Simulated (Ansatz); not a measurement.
Mo:

```
Mo
1.0
    -1.58381    1.58381    1.58381
     1.58381   -1.58381    1.58381
     1.58381    1.58381   -1.58381
Mo
1
Cartesian
  0.0000 0.0000 0.0000
```

```yaml
Program: Ansatz 0.2.0
Task: relaxation of cell and atoms
Functional: HSEsol
Potentials_or_basis: Ansatz PAW
Cutoff: "420 eV (not typed: the program's choice for these potentials)"
k_mesh: 6 × 6 × 6
Occupations: fermi-dirac, width 0.05 eV
Spin: no spin polarisation
```

At the start: volume 15.89 Å³/atom.

Question: How do energy, volume and symmetry change on relaxing?

Answer: It ends after 5 steps and the volume is 15.08 Å³/atom (-5.1 %); space group Im-3m (No. 229, to 0.05 Å).

Step by step:
```tsv
step	energy change (eV)	largest force (eV/Å)	volume (Å³)
1	0.0000	0.0000	15.89
2	-0.0377	0.0000	15.20
3	-0.0386	0.0000	15.07
4	-0.0386	0.0000	15.08
5	-0.0385	0.0000	15.08
```

Final structure:
```
Mo
1.0
    -1.55644    1.55644    1.55644
     1.55644   -1.55644    1.55644
     1.55644    1.55644   -1.55644
Mo
1
Direct
  0.00000 0.00000 0.00000
```

Caveat: the k mesh is coarse (spacing up to 0.47 Å⁻¹), so the values aren't converged, least of all with exact exchange; the plane-wave basis is chosen anew once the cell has moved, so the energies of steps on either side of that aren't comparable; the PAW data sets come from PBE, with cores solved anew for the run's functional, which leaves a small shift of forces and pressure.
